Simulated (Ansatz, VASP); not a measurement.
**Au: VASP beside Ansatz**

```xyz
1
Lattice="0.0000 2.0367 2.0367 2.0367 0.0000 2.0367 2.0367 2.0367 0.0000" Properties=species:S:1:pos:R:3 pbc="T T T"
Au    0.0000    0.0000    0.0000
```

Alike in both runs: task single point; functional PBE; k mesh 18 × 18 × 18; occupations gaussian, width 0.3 eV; no spin polarisation.

```csv
,VASP,Ansatz
version,VASP 6.6.1,Ansatz 0.2.0
potentials or method,"VASP PAW PBE potentials, release 64 (Au)","scalar-relativistic, plane waves, PAW"
plane-wave cutoff (eV),520,420
valence electrons in the cell,11,19
```

|  | VASP | Ansatz | Ansatz less VASP |
| --- | --- | --- | --- |
| gap on the k mesh at the Fermi level (eV) | none | none | - |
| pressure (GPa) | 10.1 | 10.4 | +0.24 |

A gap of «none» marks a metal or a gap that the smearing closes. With one functional, cell and mesh, what is left measures potentials, basis and numerics. The two sets of potentials don't hold the same shells in valence.

The runs have no spin-orbit coupling, so splittings on Au are missing.
